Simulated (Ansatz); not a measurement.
C:

```
C
1.0
     2.52210    0.00000    0.00000
    -1.26105    2.18420    0.00000
     0.00000    0.00000    8.23710
C
8
Direct
  0.66667 0.33333 0.84375
  0.33333 0.66667 0.34375
  0.66667 0.33333 0.65625
  0.33333 0.66667 0.15625
  0.00000 0.00000 0.90625
  0.00000 0.00000 0.40625
  0.00000 0.00000 0.59375
  0.00000 0.00000 0.09375
```

This is a hexagonal form of diamond, not graphite.

| Property | Result |
| --- | --- |
| Program | Ansatz 0.2.0 |
| Task | relaxation of cell and atoms |
| Functional | BLYP |
| Dispersion | D3(BJ) |
| Potentials or basis | Ansatz PAW |
| Cutoff | 420 eV (not typed: the program's choice for these potentials) |
| k mesh | 12 × 12 × 4 |
| Occupations | fermi-dirac, width 0.05 eV |
| Spin | no spin polarisation |

At the start: volume 5.67 Å³/atom.

**Question.** How do energy, volume and symmetry change on relaxing?

**Answer.** It ends after 7 steps and the volume is 5.69 Å³/atom (+0.3 %); space group P6_3/mmc (No. 194, to 0.05 Å).

Step by step:
```csv
step,energy change (eV),largest force (eV/Å),volume (Å³)
1,0.0000,0.3380,45.38
2,-0.0130,0.3789,45.45
3,-0.0174,0.2043,45.47
4,-0.0187,0.0024,45.50
5,-0.0199,0.0041,45.50
6,-0.0199,0.0004,45.50
7,-0.0199,0.0004,45.50
```

Final structure:
```
CELL_PARAMETERS angstrom
2.51604 0.00000 0.00000
-1.25802 2.17895 0.00000
0.00000 0.00000 8.29900
ATOMIC_POSITIONS crystal
C 0.66667 0.33333 0.84448
C 0.33333 0.66667 0.34448
C 0.66667 0.33333 0.65552
C 0.33333 0.66667 0.15552
C 0.00000 0.00000 0.90703
C 0.00000 0.00000 0.40703
C 0.00000 0.00000 0.59297
C 0.00000 0.00000 0.09297
```

Caveat: the plane-wave basis is chosen anew once the cell has moved, so the energies of steps on either side of that aren't comparable; the pressure holds a Pulay correction of +1.2 GPa for the finite cutoff; the PAW data sets come from PBE, with cores solved anew for the run's functional, which leaves a small shift of forces and pressure.
